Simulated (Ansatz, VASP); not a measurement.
SiC: VASP beside Ansatz

```
CELL_PARAMETERS angstrom
0.01452 2.17119 2.15667
2.17119 0.01452 2.15667
2.18571 2.18571 0.00000
ATOMIC_POSITIONS crystal
Si 0.00074 0.00074 0.99926
C 0.24926 0.24926 0.25074
```

Alike in both runs: task single point; functional PBEsol; k mesh 10 × 10 × 10; non-collinear spin, spin-orbit coupling.

|  | VASP | Ansatz |
| --- | --- | --- |
| version | VASP 6.6.1 | Ansatz 0.2.0 |
| potentials or method | VASP PAW PBE potentials, release 64 (Si, C) | plane waves, PAW |
| plane-wave cutoff (eV) | 520 | 420 |
| occupations | gaussian, width 0.01 eV | fixed |
| valence electrons in the cell | 8 | 8 |

VASP gave:

```
gap on the k mesh at the Fermi level (eV) : 1.11
least direct gap on the mesh (eV)         : 4.34
net moment per atom (μB)                  : 0.00
```

Problem. Estimate Ansatz's values.

Solution. gap on the k mesh at the Fermi level (eV): 1.12; least direct gap on the mesh (eV): 4.35; net moment per atom (μB): 0.00.

Ansatz warned: «pseudo_functional_mismatch».
